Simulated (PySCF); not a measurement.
## Isomers of C4H6: computed energies against enthalpies of formation

**Measured values to compare with.**

CRC Handbook of Chemistry and Physics lists, for the gas at 298.15 K: enthalpy of formation of `C=CC=C` (1,3-butadiene) 110 kJ/mol; enthalpy of formation of `CC#CC` (2-butyne) 145.7 kJ/mol; enthalpy of formation of `C1=CCC1` (cyclobutene) 156.7 kJ/mol; enthalpy of formation of `C=C=CC` (1,2-butadiene) 162.3 kJ/mol; enthalpy of formation of `C#CCC` (1-butyne) 165.2 kJ/mol.

The results are set against them at the end.

Differences of these values give the isomerisation enthalpies. Geometries: GFN2-xTB; runs in PySCF, gas phase, with a dispersion term only where the level names one. Total electronic energies (Eh):

```csv
SMILES,PBE0/pcSseg-1
C=CC=C,-155.77274
CC#CC,-155.75965
C1=CCC1,-155.75949
C=C=CC,-155.75541
C#CCC,-155.74890
```

Zero-point and thermal terms are left out, so the computed numbers are electronic energies.

## Comparison

Relative to `C=CC=C`, the lowest by measurement, in kJ/mol (measured: enthalpies at 298.15 K; computed: electronic energies):

| SMILES | measured | PBE0/pcSseg-1 |
| --- | --- | --- |
| C=CC=C | 0.0 | 0.0 |
| CC#CC | 35.7 | 34.4 |
| C1=CCC1 | 46.7 | 34.8 |
| C=C=CC | 52.3 | 45.5 |
| C#CCC | 55.2 | 62.6 |

Measured values: 110 kJ/mol (298.15 K; CRC Handbook of Chemistry and Physics) for the first row; the others come from the same table. Mean unsigned miss over the other isomers: PBE0/pcSseg-1 6.9 kJ/mol. One conformer stands for `C=CC=C`, not necessarily the lowest, while the measurement averages over conformers. Where a level misses, the cause wasn't examined.
